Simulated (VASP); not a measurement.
# BP in VASP: a series of runs

One sheet, BP, is run at these levels: PBEsol+D4; tasks: single point.

Program: VASP 6.6.1. These are calculated values, not measurements. Logs are shortened: lines on timing, memory, paths and dates and some standing lists are left out, and cuts for length are marked.

## 1. The structure

The cell holds a sheet with vacuum, 2 atoms: a = 3.196 Å, b = 3.196 Å, c = 23.800 Å, α = 90.00°, β = 90.00°, γ = 120.00°.

The cell was built by a generator and needn't be a form met in nature.

## 2. Single point, PBEsol+D4

File INCAR:

```
SYSTEM = BP
ALGO = Normal
DIPOL = 0.5 0.5 0.294
EDIFF = 1E-6
ENCUT = 520
GGA = PS
IDIPOL = 3
ISIF = 2
ISMEAR = 0
IVDW = 13
LASPH = .True.
LCHARG = .False.
LDIPOL = .True.
LREAL = .False.
LWAVE = .False.
NBANDS = 11
NELM = 100
PREC = Accurate
SIGMA = 0.03
```

File KPOINTS:

```
k-points
0
Gamma
  12 12 1
  0 0 0
```

File POSCAR:

```
BP
1.0
    3.1955473596      0.0000000000      0.0000000000
   -1.5977736798      2.7674251924      0.0000000000
    0.0000000000      0.0000000000     23.8000000000
B P
1 1
Direct
    0.3333333333      0.6666666667      0.2941176471
    0.6666666667      0.3333333333      0.2941176471
```

Potentials or basis: VASP PAW PBE potentials, release 64 (B, P).

Launch:

```sh
$ cat potpaw_PBE.64/B/POTCAR potpaw_PBE.64/P/POTCAR > POTCAR
$ mpirun -np 1 vasp_std > vasp.out
```

OUTCAR:

```text
SYSTEM = BP
   EDIFF = 1E-6
   ENCUT = 520
   GGA = PS
   ISIF = 2
   ISMEAR = 0
   IVDW = 13
   LASPH = .True.
   LREAL = .False.
   NELM = 100
   PREC = Accurate

 ion  position               nearest neighbor table
   1  0.333  0.667  0.294-   2 1.84   2 1.84   2 1.84
   2  0.667  0.333  0.294-   1 1.84   1 1.84   1 1.84

  LATTYP: Found a hexagonal cell.
 ALAT       =     3.1955473596
 C/A-ratio  =     7.4478633304

  Lattice vectors:

 A1 = (   3.1955473596,   0.0000000000,   0.0000000000)
 A2 = (  -1.5977736798,   2.7674251924,   0.0000000000)
 A3 = (   0.0000000000,   0.0000000000,  23.8000000000)

Analysis of symmetry for initial positions (statically):
=====================================================================
 Subroutine PRICEL returns:
 Original cell was already a primitive cell.

 Routine SETGRP: Setting up the symmetry group for a
 hexagonal supercell.

 Subroutine GETGRP returns: Found 12 space group operations
 (whereof  6 operations were pure point group operations)
 out of a pool of 24 trial point group operations.

The static configuration has the point symmetry C_3v.
 The point group associated with its full space group is D_3h.

Analysis of symmetry for dynamics (positions and initial velocities):
=====================================================================
 Subroutine PRICEL returns:
 Original cell was already a primitive cell.

 Routine SETGRP: Setting up the symmetry group for a
 hexagonal supercell.

 Subroutine GETGRP returns: Found 12 space group operations
 (whereof  6 operations were pure point group operations)
 out of a pool of 24 trial point group operations.

The dynamic configuration has the point symmetry C_3v.
 The point group associated with its full space group is D_3h.

 Subroutine INISYM returns: Found 12 space group operations
 (whereof  6 operations are pure point group operations),
 and found     1 'primitive' translations

----------------------------------------------------------------------------------------

                                     Primitive cell

  volume of cell :     210.4738

  direct lattice vectors                    reciprocal lattice vectors
     3.195547360  0.000000000  0.000000000     0.312935434  0.180673357  0.000000000
    -1.597773680  2.767425192  0.000000000     0.000000000  0.361346714  0.000000000
     0.000000000  0.000000000 23.800000000     0.000000000  0.000000000  0.042016807

  length of vectors
     3.195547360  3.195547360 23.800000000     0.361346714  0.361346714  0.042016807

  position of ions in fractional coordinates (direct lattice)
     0.333333333  0.666666667  0.294117647
     0.666666667  0.333333333  0.294117647

  ion indices of the primitive-cell ions
   primitive index   ion index
                 1           1
                 2           2

----------------------------------------------------------------------------------------

 KPOINTS: k-points

Automatic generation of k-mesh.
 Grid dimensions read from file:
 generate k-points for:   12   12    1

 Generating k-lattice:

  Cartesian coordinates                     Fractional coordinates (reciprocal lattice)
     0.026077953  0.015056113  0.000000000     0.083333333  0.000000000  0.000000000
     0.000000000  0.030112226  0.000000000     0.000000000  0.083333333  0.000000000
     0.000000000  0.000000000  0.042016807     0.000000000  0.000000000  1.000000000

  Length of vectors
     0.030112226  0.030112226  0.042016807

  Shift w.r.t. Gamma in fractional coordinates (k-lattice)
     0.000000000  0.000000000  0.000000000

 Subroutine IBZKPT returns following result:
 ===========================================

 Found     19 irreducible k-points:

 Following reciprocal coordinates:
            Coordinates               Weight
  0.000000  0.000000  0.000000      1.000000
  0.083333  0.000000  0.000000      6.000000
  0.166667  0.000000  0.000000      6.000000
  0.250000  0.000000  0.000000      6.000000
  0.333333  0.000000  0.000000      6.000000
  0.416667  0.000000  0.000000      6.000000
[... 11 lines left out ...]
  0.333333  0.250000  0.000000     12.000000
  0.333333  0.333333  0.000000      2.000000
   k-points           NKPTS =     19   k-points in BZ     NKDIM =     19   number of bands    NBANDS=     11
   number of dos      NEDOS =    301   number of ions     NIONS =      2
   total plane-waves  NPLWV = 103680
   dimension x,y,z NGX =    24 NGY =   24 NGZ =  180
   dimension x,y,z NGXF=    48 NGYF=   48 NGZF=  360
   ions per type =               1   1
   NGX,Y,Z   is equivalent  to a cutoff of  12.49, 12.49, 12.57 a.u.
   NGXF,Y,Z  is equivalent  to a cutoff of  24.97, 24.97, 25.15 a.u.
 SYSTEM =  BP
   PREC   = accura    normal or accurate (medium, high low for compatibility)
   ISTART =      0    job   : 0-new  1-cont  2-samecut
   ICHARG =      2    charge: 1-file 2-atom 10-const
   ISPIN  =      1    spin polarized calculation?
   LNONCOLLINEAR =      F non collinear calculations
   LSORBIT =      F    spin-orbit coupling
   LASPH  =      T    aspherical Exc in radial PAW
   ENCUT  =  520.0 eV  38.22 Ry    6.18 a.u.   5.94  5.94 44.25*2*pi/ulx,y,z
   NELM   =    100;   NELMIN=  2; NELMDL= -5     # of ELM steps
   EDIFF  = 0.1E-05   stopping-criterion for ELM
   LREAL  =      F    real-space projection
   EDIFFG = 0.1E-04   stopping-criterion for IOM
   NSW    =      0    number of steps for IOM
   IBRION =     -1    ionic relax: 0-MD 1-quasi-New 2-CG
   NFREE  =      0    steps in history (QN), initial steepest desc. (CG)
   ISIF   =      2    stress and relaxation
   ISYM   =      2    0-nonsym 1-usesym 2-fastsym
   POTIM  = 0.5000    time-step for ionic-motion
   TEBEG  =    0.0;   TEEND  =   0.0 temperature during run
   PSTRESS=    0.0 pullay stress
   NELECT =       8.0000    total number of electrons
   NUPDOWN=      -1.0000    fix difference up-down
   EMIN   =  10.00;   EMAX   =-10.00  energy-range for DOS
   EFERMI =   0.00;   METHOD = LEGACY
   ISMEAR =     0;   SIGMA  =   0.03  broadening in eV -4-tet -1-fermi 0-gaus
   EFERMI_NEDOS =   21; number of points for ismear=-14 and -15
   IALGO  =     38    algorithm
   IMIX   =      4    mixing-type and parameters
     AMIX     =   0.40;   BMIX     =  1.00
     AMIX_MAG =   1.60;   BMIX_MAG =  1.00
  volume/ion in A,a.u.               =     105.24       710.17
  Fermi-wavevector in a.u.,A,eV,Ry     =   0.550434  1.040170  4.122264  0.302978
  Thomas-Fermi vector in A             =   1.582001
   LORBIT       =      0    0 simple, 1 ext, 2 COOP (PROOUT), +10 PAW based schemes
   GGA     = PS    functional components
   LHFCALC =     F    Hartree Fock is set to
   AEXX    =    0.0000 exact exchange contribution
   IVDW    =    13    specifies the selected vdW correction
   LEPSILON=     F    determine dielectric tensor
   LRPA    =     F    only Hartree local field effects (RPA)
 non-spin polarized calculation
 Gauss-broadening in eV      SIGMA  =   0.03
  energy-cutoff  :      520.00
  volume of cell :      210.47
 maximum number of plane-waves:      5724
 NGX is ok and might be reduce to    24
   NGX = 11   NGY = 11   NGZ = 89

 dipolmoment           0.000000      0.000000     -0.000001 electrons x Angstroem

 number of electron       8.0000001 magnetization

 dipolmoment           0.000000      0.000000      0.000005 electrons x Angstroem

 Free energy of the ion-electron system (eV)
  ---------------------------------------------------
  ext. energy  EPLUGINS =         0.00000000
  ---------------------------------------------------
  free energy    TOTEN  =       -12.71141326 eV

  energy without entropy =      -12.71141326  energy(sigma->0) =      -12.71141326

 E-fermi :  -3.5988     XC(G=0):  -1.8141

 val. band max:       -3.7956990671   @ k =   0.3333   0.3333   0.0000
 cond. band min:      -2.9305585389   @ k =   0.3333   0.3333   0.0000
 fundamental gap:      0.8651405282
 Fermi energy:        -3.5987761725

 k-point     1 :       0.0000    0.0000    0.0000
  band No.  band energies     occupation
      1     -17.5472      2.00000
      2      -8.0320      2.00000
      3      -5.4049      2.00000
      4      -5.4049      2.00000
      5       0.0255      0.00000
      6       0.8886      0.00000
      7       0.8886      0.00000
      8       1.1815      0.00000
      9       1.4052      0.00000
     10       1.9857      0.00000
     11       2.0530      0.00000

 k-point     2 :       0.0833    0.0000    0.0000
  band No.  band energies     occupation
      1     -17.4402      2.00000
      2      -7.9157      2.00000
      3      -5.9444      2.00000
      4      -5.6152      2.00000
      5       0.1418      0.00000
      6       0.7084      0.00000
      7       1.3152      0.00000
      8       1.3282      0.00000
      9       1.5455      0.00000
     10       2.1874      0.00000
     11       2.3257      0.00000

 k-point     3 :       0.1667    0.0000    0.0000
  band No.  band energies     occupation
      1     -17.1220      2.00000
      2      -7.5694      2.00000
      3      -7.2183      2.00000
      4      -6.0993      2.00000
      5       0.1896      0.00000
      6       0.6259      0.00000
      7       1.7138      0.00000
      8       1.9554      0.00000
      9       2.4946      0.00000
     10       2.5852      0.00000
     11       2.8077      0.00000
[... 197 lines left out ...]
 k-point    18 :       0.3333    0.2500    0.0000
  band No.  band energies     occupation
      1     -14.3116      2.00000
      2     -11.6360      2.00000
      3      -9.7061      2.00000
      4      -4.3087      2.00000
      5      -2.4609      0.00000
      6       2.7341      0.00000
      7       2.8762      0.00000
      8       4.2961      0.00000
      9       5.4019      0.00000
     10       6.2645      0.00000
     11       6.4419      0.00000

 k-point    19 :       0.3333    0.3333    0.0000
  band No.  band energies     occupation
      1     -14.0488      2.00000
      2     -11.6943      2.00000
      3     -10.1580      2.00000
      4      -3.7957      2.00000
      5      -2.9306      0.00000
      6       2.5063      0.00000
      7       3.5899      0.00000
      8       4.6801      0.00000
      9       5.9196      0.00000
     10       6.9813      0.00000
     11       7.0867      0.00000

------------------------ aborting loop because EDIFF is reached ----------------------------------------

 vacuum level on the upper side and lower side of the slab       (xc-potential included)        -0.008        -0.008

  DFT-D4 for vdW energy calculation

  Edisp (eV):   -0.13936

  FORCE on cell =-STRESS in cart. coord.  units (eV):
  Direction    XX          YY          ZZ          XY          YZ          ZX
  --------------------------------------------------------------------------------------
  -------------------------------------------------------------------------------------
  Total       0.01429     0.01429    -0.00963     0.00000     0.00000     0.00000
  in kB       0.10880     0.10880    -0.07329     0.00000     0.00000     0.00000
  external pressure =        0.05 kB  Pullay stress =        0.00 kB

 VOLUME and BASIS-vectors are now :
 -----------------------------------------------------------------------------
  energy-cutoff  :      520.00
  volume of cell :      210.47
      direct lattice vectors                 reciprocal lattice vectors
     3.195547360  0.000000000  0.000000000     0.312935434  0.180673357  0.000000000
    -1.597773680  2.767425192  0.000000000     0.000000000  0.361346714  0.000000000
     0.000000000  0.000000000 23.800000000     0.000000000  0.000000000  0.042016807

 POSITION                                       TOTAL-FORCE (eV/Angst)
 -----------------------------------------------------------------------------------
     -0.00000      1.84495      7.00000         0.000000     -0.000000      0.000000
      1.59777      0.92248      7.00000        -0.000000      0.000000     -0.000000
 -----------------------------------------------------------------------------------
    total drift:                               -0.000000      0.000000      0.000032

  FREE ENERGIE OF THE ION-ELECTRON SYSTEM (eV)
  ---------------------------------------------------
  free  energy   TOTEN  =       -12.8507705482 eV

  energy  without entropy=      -12.8507705482  energy(sigma->0) =      -12.85077055

 vacuum level on the upper side and lower side of the slab         1.352         1.352
```

Run time: 30 s. Hardware: 1 thread of Intel Xeon Platinum 8488C (Sapphire Rapids), shared host; peak memory 0.3 GiB.

Results:

- Free energy: -12.8508 eV
- Band gap on the k mesh: 0.87 eV, direct
- Dispersion energy per atom: -0.070 eV

Caveat: the PAW data sets were made with another functional, which shifts forces and pressure a little.

## 3. Single point, PBEsol+D4

This run uses another cell than the first one, of 62.08 Å³/atom, 0.590 times its volume.

File INCAR:

```
SYSTEM = BP
PREC = Accurate ; ENCUT = 520
EDIFF = 1E-6 ; ISMEAR = 0
SIGMA = 0.03 ; LREAL = .False.
LASPH = .True. ; NELM = 100
ALGO = Fast ; ISIF = 2
LWAVE = .False. ; LCHARG = .False.
LDIPOL = .True. ; IDIPOL = 3
DIPOL = 0.5 0.5 0.500 ; GGA = PS
IVDW = 13 ; NBANDS = 11
```

File KPOINTS:

```
regular mesh
0
Gamma
  12 12 1
  0 0 0
```

File POSCAR:

```
BP
1.0
    3.2000000000      0.0000000000      0.0000000000
   -1.6000000000      2.7712812921      0.0000000000
    0.0000000000      0.0000000000     14.0000000000
B P
1 1
Direct
    0.3333330000      0.6666670000      0.5000000000
    0.6666670000      0.3333330000      0.5000000000
```

Potentials or basis: VASP PAW PBE potentials, release 64 (B, P).

Launch:

```sh
$ cat potpaw_PBE.64/B/POTCAR potpaw_PBE.64/P/POTCAR > POTCAR
$ mpirun -np 1 vasp_std > vasp.out
```

OUTCAR:

```text
SYSTEM = BP
   PREC = Accurate
   ENCUT = 520
   EDIFF = 1E-6
   ISMEAR = 0
   LREAL = .False.
   LASPH = .True.
   NELM = 100
   ISIF = 2
   GGA = PS
   IVDW = 13

 ion  position               nearest neighbor table
   1  0.333  0.667  0.500-   2 1.85   2 1.85   2 1.85
   2  0.667  0.333  0.500-   1 1.85   1 1.85   1 1.85

  LATTYP: Found a hexagonal cell.
 ALAT       =     3.2000000000
 C/A-ratio  =     4.3750000000

  Lattice vectors:

 A1 = (   3.2000000000,   0.0000000000,   0.0000000000)
 A2 = (  -1.6000000000,   2.7712812921,   0.0000000000)
[... 454 lines left out ...]
  DFT-D4 for vdW energy calculation

  Edisp (eV):   -0.13922

  FORCE on cell =-STRESS in cart. coord.  units (eV):
  Direction    XX          YY          ZZ          XY          YZ          ZX
  --------------------------------------------------------------------------------------
  -------------------------------------------------------------------------------------
  Total      -0.13071    -0.13071    -0.01074     0.00000    -0.00000     0.00000
  in kB      -1.68685    -1.68685    -0.13859     0.00000    -0.00000     0.00000
  external pressure =       -1.17 kB  Pullay stress =        0.00 kB

 VOLUME and BASIS-vectors are now :
 -----------------------------------------------------------------------------
  energy-cutoff  :      520.00
  volume of cell :      124.15
      direct lattice vectors                 reciprocal lattice vectors
     3.200000000  0.000000000  0.000000000     0.312500000  0.180421959  0.000000000
    -1.600000000  2.771281292  0.000000000     0.000000000  0.360843918  0.000000000
     0.000000000  0.000000000 14.000000000     0.000000000  0.000000000  0.071428571

 POSITION                                       TOTAL-FORCE (eV/Angst)
 -----------------------------------------------------------------------------------
     -0.00000      1.84752      7.00000        -0.000000      0.000000      0.000000
      1.60000      0.92376      7.00000         0.000000      0.000000      0.000000
 -----------------------------------------------------------------------------------
    total drift:                               -0.000145      0.000084      0.000000

  FREE ENERGIE OF THE ION-ELECTRON SYSTEM (eV)
  ---------------------------------------------------
  free  energy   TOTEN  =       -12.8507886735 eV

  energy  without entropy=      -12.8507886735  energy(sigma->0) =      -12.85078867

 vacuum level on the upper side and lower side of the slab         2.254         2.254
```

OSZICAR:

```text
N       E                     dE             d eps       ncg     rms          rms(c)
DAV:   1     0.371937050189E+02    0.37194E+02   -0.27989E+03   418   0.503E+02
DAV:   2    -0.104819145412E+02   -0.47676E+02   -0.44627E+02   613   0.962E+01
DAV:   3    -0.135473188159E+02   -0.30654E+01   -0.30518E+01   558   0.295E+01
[... 13 lines left out ...]
RMM:  17    -0.127115570702E+02   -0.93474E-05   -0.15060E-06   548   0.706E-03    0.115E-02
RMM:  18    -0.127115650695E+02   -0.79993E-05   -0.11169E-06   533   0.548E-03    0.578E-04
RMM:  19    -0.127115668512E+02   -0.17817E-05   -0.11010E-07   513   0.206E-03    0.133E-03
RMM:  20    -0.127115684987E+02   -0.16475E-05   -0.70473E-08   471   0.122E-03    0.872E-05
RMM:  21    -0.127115685889E+02   -0.90230E-07   -0.43743E-09   427   0.824E-04
   1 F= -.12850789E+02 E0= -.12850789E+02  d E =-.169838E-24
```

stdout:

```text
POSCAR found type information on POSCAR B P
 POSCAR found :  2 types and       2 ions
 scaLAPACK will be used
 -----------------------------------------------------------------------------
|                                                                             |
|                                                                             |
|     You enforced a specific xc type in the INCAR file but a different       |
|     I HOPE YOU KNOW WHAT YOU ARE DOING!                                     |
|                                                                             |
 -----------------------------------------------------------------------------

 LDA part: xc-table for (Slater+PW92), standard interpolation
 POSCAR, INCAR and KPOINTS ok, starting setup
 FFT: planning ... GRIDC
 FFT: planning ... GRID_SOFT
 FFT: planning ... GRID
 WAVECAR not read
 entering main loop
```

It took 22 s on 1 thread of Intel Xeon Platinum 8488C (Sapphire Rapids), shared host; peak memory 0.23 GiB.

What came out:

```
Free energy                : -12.8508 eV
Band gap on the k mesh     : 0.87 eV, direct
Dispersion energy per atom : -0.070 eV
```

Caveat: the PAW data sets were made with another functional, which shifts forces and pressure a little.
